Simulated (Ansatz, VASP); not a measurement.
**One calculation of Mo, two programs**

File INCAR:

```
SYSTEM = Mo
ALGO = Normal
EDIFF = 1E-6
ENCUT = 520
GGA = PE
ISIF = 2
ISMEAR = -1
LASPH = .TRUE.
LCHARG = .FALSE.
LREAL = .FALSE.
LWAVE = .FALSE.
NBANDS = 13
NELM = 80
PREC = Accurate
SIGMA = 0.1
```

File KPOINTS:

```
k-points
0
G
  13 13 13
  0 0 0
```

Contents of POSCAR:

```
Mo
1.0
   -1.5786423308      1.5786423308      1.5786423308
    1.5786423308     -1.5786423308      1.5786423308
    1.5786423308      1.5786423308     -1.5786423308
Mo
1
Direct
    0.0000000000      0.0000000000      0.0000000000
```

Input for Ansatz:

```yaml
crystal:
  lattice:
    - [-1.5786423307593762, 1.5786423307593762, 1.5786423307593762]
    - [1.5786423307593762, -1.5786423307593762, 1.5786423307593762]
    - [1.5786423307593762, 1.5786423307593762, -1.5786423307593762]
  atoms:
    - { symbol: Mo, position: [0.0, 0.0, 0.0] }
basis:
  ecutwfc: 500.0
kpoints:
  mp_grid:
    grid: [13, 13, 13]
hamiltonian:
  xc: pbe
scf:
  occupations:
    method: fermi_dirac
    width: 0.1
output:
  stress: true
```

Alike in both runs: task single point; functional PBE; k mesh 13 × 13 × 13; occupations fermi-dirac, width 0.1 eV; no spin polarisation.

```csv
,VASP,Ansatz
version,VASP 6.6.1,Ansatz 0.2.0
potentials or method,"VASP PAW PBE potentials, release 64 (Mo_sv)","plane waves, PAW"
plane-wave cutoff (eV),520,500
valence electrons in the cell,14,14
```

VASP gave:

```
pressure (GPa) : 1.3
```

**Question.** Which values does Ansatz return?

**Answer.** Pressure (GPa): 0.7.
